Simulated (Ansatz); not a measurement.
# LiCl: the cost of one run

Program: Ansatz 0.2.0. Level of theory: DFT r2SCAN, scalar-relativistic, plane waves, PAW. These are calculated values, not measurements.

The COD entry's cell or inner coordinates are ideal or old and differ from later refinements, so a difference from it is no clean test against experiment.

## Step 1: The structure to begin with

The structure is cubic, space group Fm-3m (No. 225). The conventional cell has a = 5.130 Å, b = 5.130 Å, c = 5.130 Å, α = 90.00°, β = 90.00°, γ = 90.00°. Li (site symmetry m-3m) has 6 Cl at 2.56 Å in its first shell of neighbours. Around Cl (site symmetry m-3m) lie 6 Li at 2.56 Å.

Structure file:

```xyz
2
Lattice="0.0000 2.5648 2.5648 2.5648 0.0000 2.5648 2.5648 2.5648 0.0000" Properties=species:S:1:pos:R:3 pbc="T T T"
Li    0.0000    0.0000    0.0000
Cl    2.5648    2.5648    2.5648
```

No relaxation comes first: the listed cell is the starting point.

## Step 2: The reference cell

The reference gives a free energy of -1292.7928 eV, pressure -0.34 GPa, largest force 0.000 eV/Å and gap on the mesh 7.23 eV. It was computed beforehand with the settings of the runs below.

## Step 3: Setting up a strain scan

The cell is strained by ε times the Voigt pattern (0, 0, 0, 0, 1, 0) (xx, yy, zz, yz, xz, xy; engineering shear), with fractional coordinates fixed (clamped ions). The stress on the pattern is the sum of the stress components weighted by it, tension positive.

## Step 4: At ε = -0.0400

Contents of input.yaml:

```yaml
crystal:
  lattice:
    - [-0.0512952, 2.56476, 2.56476]
    - [2.5134648, 0.0, 2.5134648]
    - [2.56476, 2.56476, -0.0512952]
  atoms:
    - { symbol: Li, position: [0.0, 0.0, 0.0] }
    - { symbol: Cl, position: [0.5, 0.5, 0.5] }
basis:
  ecutwfc: 500
kpoints:
  mp_grid: { grid: [8, 8, 8] }
hamiltonian:
  xc: r2scan
scf:
  occupations: { method: gaussian, width: 0.05 }
output:
  forces: true
  stress: true
  eigenvalues: true
```

On the command line:

```sh
$ ansatz run input.yaml --threads 1 --pin off --max-ram 2560MiB --backend cpu --events-out ev --progress --plain --runs-dir out
```

**Question.** How long does this run take on 1 thread of Arm Neoverse N1, shared host, and how much memory does it need?

About 7.8 s, with a peak of 0.39 GiB.
